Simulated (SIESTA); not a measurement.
Runs of SIESTA 5.4.2 on MgS (Niningerite). It takes space group Fm-3m (No. 225, cubic). The conventional cell has a = 5.203 Å, b = 5.203 Å, c = 5.203 Å, α = 90.00°, β = 90.00°, γ = 90.00°. S (site symmetry m-3m) is surrounded by 6 Mg at 2.60 Å. Around Mg (site symmetry m-3m) lie 6 S at 2.60 Å. 

```tsv
task	level	potentials or basis	cell	gap on the mesh (eV)	pressure (GPa)	V0 of scaled cells (Å³/atom)	B0 (GPa)
equation of state	LDA	PseudoDojo 0.4 standard (LDA files), DZP (energy shift 0.003 Ry; two zetas on semicore shells)	as given	-	-	17.41	81
single point	PBEsol	PseudoDojo 0.4 standard (PBEsol files), DZP (energy shift 0.003 Ry; two zetas on semicore shells)	atoms moved at random, drawn with an rms of 0.05 Å	2.78	1.5	-	-
band structure	LDA	PseudoDojo 0.4 standard (LDA files), DZP (energy shift 0.003 Ry; two zetas on semicore shells)	as given	(a)	-0.9	-	-
single point	PBEsol	PseudoDojo 0.4 standard (PBEsol files), DZP (energy shift 0.003 Ry; two zetas on semicore shells)	as given	2.78	(b)	-	-
equation of state	PBEsol	PseudoDojo 0.4 standard (PBEsol files), DZP (energy shift 0.003 Ry; two zetas on semicore shells)	as given	-	-	17.88	76
```

Alike in all rows: no spin polarisation; k mesh 9 × 9 × 9; smearing fermi-dirac 0.05 eV; grid cutoff 800 Ry; energy shift 0.003 Ry.

Task: Fill in the values left out.

Result: (a) 2.63; (b) 1.2.

Caveats: the basis of atomic orbitals isn't converged, which shifts pressures, moduli and gaps; an odd mesh through Γ misses points on the zone boundary, where band edges often lie (some runs); the mesh misses the band edges, which the band path finds closer together (some runs).

Runs at the PBE level aren't shown here.
